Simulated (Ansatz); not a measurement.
**Ge: one candidate of a structure search**

The task: take a trial cell of Ge to zero force and stress.

Program: Ansatz 0.2.0. Level of theory: DFT PBE, scalar-relativistic, plane waves, PAW. These are calculated values, not measurements.

**1. Starting point**

It takes space group P-6m2 (No. 187, hexagonal). The conventional cell has a = 3.959 Å, b = 3.959 Å, c = 18.784 Å, α = 90.00°, β = 90.00°, γ = 120.00°. Ge (site symmetry 3m) has 4 Ge at 2.39 to 2.40 Å as nearest neighbours. Ge (site symmetry 3m) is surrounded by 4 Ge at 2.40 Å. Ge (site symmetry 3m) has 4 Ge at 2.40 to 2.44 Å as nearest neighbours. Ge (site symmetry 3m) is surrounded by 4 Ge at 2.40 to 2.41 Å.

Structure file:

```
Ge
1.0
     3.95881    0.00000    0.00000
    -1.97941    3.42843    0.00000
     0.00000    0.00000   18.78354
Ge
12
Cartesian
  0.0000 0.0000 11.3040
  0.0000 0.0000 5.0829
  1.9794 1.1428 8.1902
  1.9794 1.1428 14.4201
  1.9794 1.1428 1.9229
  0.0000 2.2856 17.5797
  0.0000 0.0000 7.4795
  0.0000 0.0000 13.7007
  1.9794 1.1428 4.3634
  1.9794 1.1428 10.5934
  1.9794 1.1428 16.8606
  0.0000 2.2856 1.2038
```

The cell is invented: 4-connected net of one element (P-6m2, No. 187). Lengths come from tabulated atomic sizes and are only a guess.

**2. The guess as it stands, on a coarse mesh**

Input file input.yaml:

```yaml
crystal:
  lattice:
    - [3.95881449, 0.0, 0.0]
    - [-1.97940725, 3.42843392, 0.0]
    - [0.0, 0.0, 18.7835368]
  atoms:
    - { symbol: Ge, position: [0.0, 0.0, 0.60180376] }
    - { symbol: Ge, position: [0.0, 0.0, 0.27060211] }
    - { symbol: Ge, position: [0.66666667, 0.33333333, 0.43602861] }
    - { symbol: Ge, position: [0.66666667, 0.33333333, 0.76769925] }
    - { symbol: Ge, position: [0.66666667, 0.33333333, 0.10237188] }
    - { symbol: Ge, position: [0.33333333, 0.66666667, 0.9359094] }
    - { symbol: Ge, position: [0.0, 0.0, 0.39819624] }
    - { symbol: Ge, position: [0.0, 0.0, 0.72939789] }
    - { symbol: Ge, position: [0.66666667, 0.33333333, 0.23230075] }
    - { symbol: Ge, position: [0.66666667, 0.33333333, 0.56397139] }
    - { symbol: Ge, position: [0.66666667, 0.33333333, 0.89762812] }
    - { symbol: Ge, position: [0.33333333, 0.66666667, 0.0640906] }
basis:
  ecutwfc: 420
kpoints:
  mp_grid: { grid: [6, 6, 1] }
hamiltonian:
  xc: pbe
scf:
  occupations: { method: gaussian, width: 0.1 }
  lower_state_search: "off"
output:
  forces: true
  stress: true
  eigenvalues: true
```

Run with:

```bash
> ansatz run input.yaml --threads 1 --pin off --max-ram 2560MiB --backend cpu --events-out ev --progress --plain --runs-dir out
```

The session goes on with these runs: a loose first relaxation; relaxation on the finer mesh; relaxation repeated from the relaxed cell.

Before running it: what results should come out? Wanted: conventional cell; volume; energy over the standard state; gap on the mesh.

**Answer**, as computed:

```
                              quantity                                                                        value
symmetry at the end (tolerance 0.05 Å)                                                  space group P-6m2 (No. 187)
                     conventional cell  a = 4.063 Å, b = 4.063 Å, c = 20.035 Å, α = 90.00°, β = 90.00°, γ = 120.00°
                                volume                                                                23.87 Å³/atom
        energy over the standard state                                                                +0.01 eV/atom
                       gap on the mesh                                                                 none (metal)
```

In words: The space group P-6m2 (No. 187) is kept, and the volume per atom grows by 12.4 % from the first guess. It lies above the element's standard state, so it is metastable at best. No finished test with a distortion of lower symmetry is shown, so the end may be a saddle point.
